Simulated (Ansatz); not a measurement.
BAs (F-43m), an elastic constant from a strain scan

Computed with DFT r2SCAN, scalar-relativistic, plane waves, PAW (Ansatz). The runs took a 500 eV cutoff, a Γ-centred 10×10×10 mesh and Gaussian smearing (0.05 eV). No spin polarisation. Energies are free energies at this smearing, counted from the undisturbed cell; pressure is positive in compression.

Zero of the scan (as given, not relaxed at this level; it stands at 0.6 GPa):

```
B As
1.0
     0.00000    2.38850    2.38850
     2.38850    0.00000    2.38850
     2.38850    2.38850    0.00000
B As
1 1
Direct
  0.00000 0.00000 0.00000
  0.75000 0.75000 0.75000
```

The cell is strained by ε times the Voigt pattern (1, 0, 0, 0, 0, 0) (xx, yy, zz, yz, xz, xy; engineering shear) with fractional coordinates fixed. The cell holds 2 atoms in V0 = 27.25 Å³. The stress column is τ = (1/V0) dE/dε, got from the stress tensor σ (compression positive) at each point as −det(1 + εP) σ : P(1 + εP)⁻¹, with P the pattern as a tensor.

```csv
ε,ΔE (meV/atom),τ (GPa)
-0.0400,22.626,-12.876
-0.0300,13.028,-9.706
-0.0200,6.097,-6.604
-0.0100,1.773,-3.572
0.0000,0.000,-0.611
0.0100,0.713,2.279
0.0200,3.855,5.098
0.0300,9.362,7.844
0.0350,12.983,9.189
0.0400,?,?
```

Task: Which combination of elastic constants does this scan measure, and how large is it?

Result: For small ε, τ = τ0 + Kε with K = pᵀCp, which for this pattern is C11 in the cubic axes. The parabola through τ at ε = -0.0100, 0 and 0.0100 has slope K = 293 GPa at zero. The energies per cell, E = NΔE, of the same two points give K = 2[E(ε₊)/ε₊ − E(ε₋)/ε₋]/[(ε₊ − ε₋)V0] = 292 GPa, in agreement.

Task: Predict the withheld row at ε = 0.0400 from the harmonic law, and compare.

Result: ΔE = V0(τ0 ε + Kε²/2)/N = 17.828 meV/atom and τ = 11.09 GPa. The calculation gives 17.174 meV/atom and 10.52 GPa, a miss of 3.7 % of the harmonic energy, so the harmonic law still holds here.